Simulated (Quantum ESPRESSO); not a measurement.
BN: equation of state with PBE

Crystal: BN.

```xyz
2
Lattice="1.2511 0.7223 3.3729 -1.2511 0.7223 3.3729 0.0000 -1.4447 3.3729" Properties=species:S:1:pos:R:3 pbc="T T T"
N     0.0000    0.0000    6.7517
B     0.0000    0.0000    0.0033
```

The cell is a database's computed one.

- Program: Quantum ESPRESSO 7.5
- Task: equation of state
- Functional: PBE
- Potentials or basis: SSSP 1.3 efficiency PBE
- Cutoff: 816 eV
- Density cutoff: 6531 eV
- k mesh: 12 × 12 × 12
- Occupations: fermi-dirac, width 0.05 eV
- Spin: no spin polarisation

The equilibrium volume is 9.25 Å³/atom. The bulk modulus at fixed shape and positions is 233 GPa and the pressure derivative of the bulk modulus is 3.6.

Energy against volume, from the lowest point:
```
volume (Å³/atom)  energy (meV/atom)
           8.596              37.50
           8.779              18.70
           8.962               6.56
           9.145               0.50
           9.328               0.00
           9.510               4.56
           9.693              13.76
```

All runs of the series together: 3.1 min on 1 thread of AMD EPYC 7R43 64-Core Processor (Zen 3) (shared host).

Caveat: the cell was scaled at fixed shape and fractional positions, which overstates the stiffness of a crystal with free parameters, most of all of layers and chains.
